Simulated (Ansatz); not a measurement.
# SiO2 (Stishovite): bands and screening cutoff converge together, part 2 of 2

Can the band sum of G0W0 be converged at a fixed screening cutoff? A test on SiO2 (Stishovite).

Ansatz 0.2.0; G0W0 on PBE, plane waves, PAW; PAW set soft_1. Known limits of the many-body steps: not at the basis limit; coarse k mesh.

So far. Step 7 (194 empty bands, screening to 150 eV): The G0W0 gap on the mesh is 8.506 eV.

### Step 8. 344 empty bands, screening to 220 eV

Input file input.yaml:

```yaml
crystal:
  lattice:
    - [4.1773, 0.0, 0.0]
    - [0.0, 4.1773, 0.0]
    - [0.0, 0.0, 2.6652]
  atoms:
    - { symbol: Si, position: [0.0, 0.0, 0.0] }
    - { symbol: Si, position: [0.5, 0.5, 0.5] }
    - { symbol: O, position: [0.3059, 0.3059, 0.0] }
    - { symbol: O, position: [0.1941, 0.8059, 0.5] }
    - { symbol: O, position: [0.6941, 0.6941, 0.0] }
    - { symbol: O, position: [0.8059, 0.1941, 0.5] }
kpoints:
  mp_grid: { grid: [4, 4, 6] }
hamiltonian:
  xc: pbe
  pseudopotentials: { kind: paw, azcp: { folder: soft_1 } }
scf:
  occupations: { method: fixed }
gw:
  n_empty_bands: 344
  ecut_chi: 220
  qp_bands: [v2, c2]
  qp_kpoints: band_edges
  screening: { model: contour_deformation }
```

The run is started by

```bash
$ ansatz run input.yaml --threads 2 --pin off --max-ram 73728MiB --backend cuda --events-out ev --progress --plain --runs-dir out --devices 1 --max-vram 13GiB
```

Numbers of over 12 decimals in the logs are rounded to 6 here.

What it wrote:

```text
GPUs: using 1 of 1 available (devices: 1).
[...]
GPU FFT provider: cuFFT
GPU libraries: cuBLAS 13.8.2, cuFFT 12.4.0, cuSOLVER 12.3.4
Crystal: 6 atoms, lattice volume = 46.507 Å³
Basis set: ecut = 420 eV, 913 PW (Γ)
Bands: 22, of which v1, the nominal top of the filled ones, is band 16 counted from 1 (15 counted from 0)
Symmetry: 16 space group operations
[...]
k-points: 24 of 96
[...]
1    18     19.1127    -9.3465    -4.9155   -15.7088  0.8487    20.5696    20.5596  root
[...]
23    15      9.0087   -27.4414     4.7444   -21.0296  0.8058     7.3226     7.3412  root
    23    16      9.0087   -27.4414     4.7444   -21.0296  0.8058     7.3226     7.3412  root
    23    17     17.7922   -11.8238    -4.7374   -18.1036  0.8475    19.3450    19.3346  root
    23    18     17.7922   -11.8238    -4.7374   -18.1036  0.8475    19.3450    19.3346  root
[key lines of the parts left out:]
SCF converged after 7 iterations
Free energy (F): -3546.986789 eV
Fermi energy:    10.568797 eV
```

It took 22 s on 1 × NVIDIA H100 80GB HBM3 (shared by 6 runs) with 2 threads of AMD EPYC 7R13 (Zen 3), shared host; peak memory 1.6 GiB; 30 s of CPU time.

The G0W0 gap on the mesh is 8.577 eV.

### Step 9. 105 empty bands, screening to 300 eV

input.yaml: that of step 8 with these lines changed.

```diff
@@ -20,4 +20,4 @@
 gw:
-  n_empty_bands: 344
-  ecut_chi: 220
+  n_empty_bands: 105
+  ecut_chi: 300
   qp_bands: [v2, c2]
```

What it wrote:

```text
GPUs: using 1 of 1 available (devices: 1).
[...]
GPU FFT provider: cuFFT
GPU libraries: cuBLAS 13.8.2, cuFFT 12.4.0, cuSOLVER 12.3.4
Crystal: 6 atoms, lattice volume = 46.507 Å³
Basis set: ecut = 420 eV, 913 PW (Γ)
Bands: 22, of which v1, the nominal top of the filled ones, is band 16 counted from 1 (15 counted from 0)
Symmetry: 16 space group operations
[...]
k-points: 24 of 96
[...]
1    18     19.1127    -9.3465    -4.6113   -15.7088  0.8496    20.8788    20.8638  root
[...]
23    15      9.0087   -27.4414     5.1108   -21.0296  0.8058     7.6965     7.7077  root
    23    16      9.0087   -27.4414     5.1108   -21.0296  0.8058     7.6965     7.7077  root
    23    17     17.7922   -11.8238    -4.4164   -18.1036  0.8481    19.6710    19.6556  root
    23    18     17.7922   -11.8238    -4.4164   -18.1036  0.8481    19.6710    19.6556  root
[key lines of the parts left out:]
SCF converged after 7 iterations
Free energy (F): -3546.986789 eV
Fermi energy:    10.568797 eV
```

Wall time 21 s (1 × NVIDIA H100 80GB HBM3 (shared by 6 runs) with 2 threads); peak memory 2 GiB.

The G0W0 gap on the mesh is 8.499 eV.

### Step 10. 548 empty bands, screening to 300 eV

input.yaml: that of step 9 with these lines changed.

```diff
@@ -20,3 +20,3 @@
 gw:
-  n_empty_bands: 105
+  n_empty_bands: 548
   ecut_chi: 300
```

What it wrote:

```text
GPUs: using 1 of 1 available (devices: 1).
[...]
GPU FFT provider: cuFFT
GPU libraries: cuBLAS 13.8.2, cuFFT 12.4.0, cuSOLVER 12.3.4
Crystal: 6 atoms, lattice volume = 46.507 Å³
Basis set: ecut = 420 eV, 913 PW (Γ)
Bands: 22, of which v1, the nominal top of the filled ones, is band 16 counted from 1 (15 counted from 0)
Symmetry: 16 space group operations
[...]
k-points: 24 of 96
[...]
1    18     19.1127    -9.3465    -4.9746   -15.7088  0.8485    20.5097    20.5005  root
[...]
23    15      9.0087   -27.4414     4.6395   -21.0296  0.8047     7.2151     7.2363  root
    23    16      9.0087   -27.4414     4.6395   -21.0296  0.8047     7.2151     7.2363  root
    23    17     17.7922   -11.8238    -4.8176   -18.1036  0.8470    19.2637    19.2544  root
    23    18     17.7922   -11.8238    -4.8176   -18.1036  0.8470    19.2637    19.2544  root
[key lines of the parts left out:]
SCF converged after 7 iterations
Free energy (F): -3546.986789 eV
Fermi energy:    10.568797 eV
```

Run time: 44 s. Hardware: 1 × NVIDIA H100 80GB HBM3 (shared by 6 runs) with 2 threads; peak memory 2.4 GiB; 63 s of CPU time.

The G0W0 gap on the mesh is 8.587 eV.

### Step 11. The grid

Start PBE, 4×4×6 mesh. Times are wall times on 1 × NVIDIA H100 80GB HBM3 (shared by 6 runs) with 2 threads of AMD EPYC 7R13 (Zen 3), shared host, good to a factor of about two.

```csv
cutoff (eV),plane waves at q = 0,bands summed,gap (eV),Σc valence (eV),Σc conduction (eV),time
50,39,53,8.446,5.13,-4.05,13 s
50,39,210,8.300,4.83,-4.50,26 s
100,105,121,8.355,4.97,-4.30,13 s
100,105,564,8.331,4.76,-4.53,37 s
150,189,53,8.439,5.38,-3.80,14 s
150,189,210,8.506,4.72,-4.41,17 s
220,327,360,8.577,4.52,-4.54,22 s
300,523,121,8.499,4.91,-4.22,21 s
300,523,564,8.587,4.40,-4.64,44 s
```

### Step 12. Summary of results

| Property | Result |
| --- | --- |
| 53 bands, 50 eV | 8.446 eV |
| 210 bands, 50 eV | 8.300 eV |
| 121 bands, 100 eV | 8.355 eV |
| 564 bands, 100 eV | 8.331 eV |
| 53 bands, 150 eV | 8.439 eV |
| 210 bands, 150 eV | 8.506 eV |
| 360 bands, 220 eV | 8.577 eV |
| 121 bands, 300 eV | 8.499 eV |
| 564 bands, 300 eV | 8.587 eV |
| estimated limit along the diagonal | 8.60 eV |
| mesh and start | 4×4×6, PBE |

What this shows: At 50 eV, going from 53 to 210 bands moves the gap by −0.15 eV. At 100 eV, going from 121 to 564 bands moves the gap by −0.02 eV. At 150 eV, going from 53 to 210 bands moves the gap by +0.07 eV. At 300 eV, going from 121 to 564 bands moves the gap by +0.09 eV. At 53 bands, raising the cutoff from 50 to 150 eV moves it by −0.01 eV. At 210 bands, raising the cutoff from 50 to 150 eV moves it by +0.21 eV. At 121 bands, raising the cutoff from 100 to 300 eV moves it by +0.14 eV. At 564 bands, raising the cutoff from 100 to 300 eV moves it by +0.26 eV. Along the diagonal, where both rise together, the two highest rungs point to 8.60 eV. Gaps are over the mesh's points; an edge off the mesh would be missed. A low cutoff hides what high bands add, so a band series at one cutoff can look settled before the gap is. The 4×4×6 mesh is coarse for this cell (its supercell is 16 Å along the shortest edge). The RPA ε∞ on it, from the PBE start, is 3.21 and 3.38; such meshes misread the long-range screening, most where the gap is narrow.

[Paths, hosts, dates, memory and timing lines, banners, echoed tables and standing remarks are left out of the program output.]

[Logs are printed without paths, hosts, clocks, repeated set-up lines and the standing remarks that a program may print on its own settings, such as how far it seeks lower states.]

[Runs of the session that timed out or met a known fault of the program may be left out.]

[Cells called generated may have been cut or substituted from an entry of the Crystallography Open Database or the Materials Project.]

[Hosts, paths, dates, database ids (printed as entryN), source tags and the programs' standing remarks are cut or masked in the printed files.]
